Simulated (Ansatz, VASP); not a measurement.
One calculation of B, two programs

```
B
1.0
     2.92433    0.00000    0.00000
    -1.37667    5.59211    0.00000
    -0.02621   -1.07681    5.79656
B
12
Direct
  0.65329 0.61473 0.59962
  0.86738 0.07670 0.01162
  0.28718 0.91667 0.98315
  0.52167 0.36208 0.38898
  0.71592 0.86705 0.19026
  0.16570 0.65387 0.75281
  0.72776 0.89791 0.74003
  0.83979 0.94926 0.47412
  0.16089 0.62373 0.04516
  0.02803 0.36756 0.15777
  0.39819 0.08170 0.45051
  0.62714 0.56661 0.22198
```

Alike in both runs: task single point; functional PBEsol; k mesh 6 × 4 × 4; occupations gaussian, width 0.1 eV; no spin polarisation.

|  | VASP | Ansatz |
| --- | --- | --- |
| version | VASP 6.6.1 | Ansatz 0.2.0 |
| potentials or method | VASP PAW PBE potentials, release 64 (B) | scalar-relativistic, plane waves, PAW |
| plane-wave cutoff (eV) | 520 | 420 |
| valence electrons in the cell | 36 | 36 |

```tsv
	VASP	Ansatz	Ansatz less VASP
gap on the k mesh at the Fermi level (eV)	none	none	-
pressure (GPa)	-0.2	-0.4	-0.27
largest component of the traceless stress (GPa)	1.61	1.55	-0.054
rms of the force components (eV/Å)	0.138	0.134	-0.0043
```

Atom by atom the forces differ by 0.008 eV/Å (rms over components). A gap of «none» marks a metal or a gap that the smearing closes. With one functional, cell and mesh, what is left measures potentials, basis and numerics.

Caveats: the k mesh is coarse (spacing up to 0.37 Å⁻¹), so the values aren't converged; the PAW data sets were made with another functional, which shifts forces and pressure a little (VASP).
